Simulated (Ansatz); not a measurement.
## All-electron card of Sb₂Se₃

```
CELL_PARAMETERS angstrom
4.06945 0.00000 0.00000
-2.03473 3.52425 0.00000
0.00000 0.00000 10.53480
ATOMIC_POSITIONS crystal
Sb 0.33333 0.66667 0.17995
Sb 0.66667 0.33333 0.82005
Se 0.00000 0.00000 0.00000
Se 0.33333 0.66667 0.67263
Se 0.66667 0.33333 0.32737
```

Atoms are numbered in the order listed.

The structure comes from a relaxation in the same program, started in the La2O3 type, and has space group P-3m1. Whether it is a known phase or the ground state wasn't checked.

No spin–orbit coupling, which matters for the heavy atoms here.

Methods: DFT, PBE, all-electron LAPW, scalar-relativistic (Ansatz 0.2.0); DFT, PBE, PAW with Ansatz's default frozen-core files, scalar-relativistic (Ansatz 0.2.0); DFT, PBE, all-electron PAW with datasets made for the crystal, scalar-relativistic (Ansatz 0.2.0).

For LAPW: a Γ-centred 8×8×5 k mesh, Fermi–Dirac smearing of 0.03 eV, basis error target 1 meV/atom, no spin polarisation. PAW takes a cutoff of 420 eV at this cell. The crystal-made all-electron datasets (AE datasets) take a cutoff of 160 eV at this cell. The Ansatz runs share mesh, smearing and spin set-up. Values come from LAPW unless marked.

Spin–orbit coupling is left out, which moves gradients at and beside heavy atoms by some per cent and at worst by a factor of two.

| Property | Result |
| --- | --- |
| Band gap | 0.41 eV, indirect from the line Γ–M (0.5, 0, 0) to Γ (the direct gap is only 0.05 eV larger) |
| Bader charges (from the PAW run) | Sb1 +0.93, Se3 -0.73, Se4 -0.57 e |
| Smallest direct gap on the path | 0.46 eV |
| Pressure at this cell | 0.00 GPa |
| Volume per atom | 30.22 Å³ |

Give the computed value. Field gradients Vzz (crystal-made datasets).

Sb1 -1.44 (η = 0.00), Se3 9.55 (η = 0.00), Se4 -4.07 (η = 0.00) in 10²¹ V/m².

Löwdin charges (with 0.21 e of the cell spilling out of the atomic basis, so their sizes and signs hang on that basis): what does the calculation give?

Sb1 0.56, Se3 -0.40, Se4 -0.26 e.
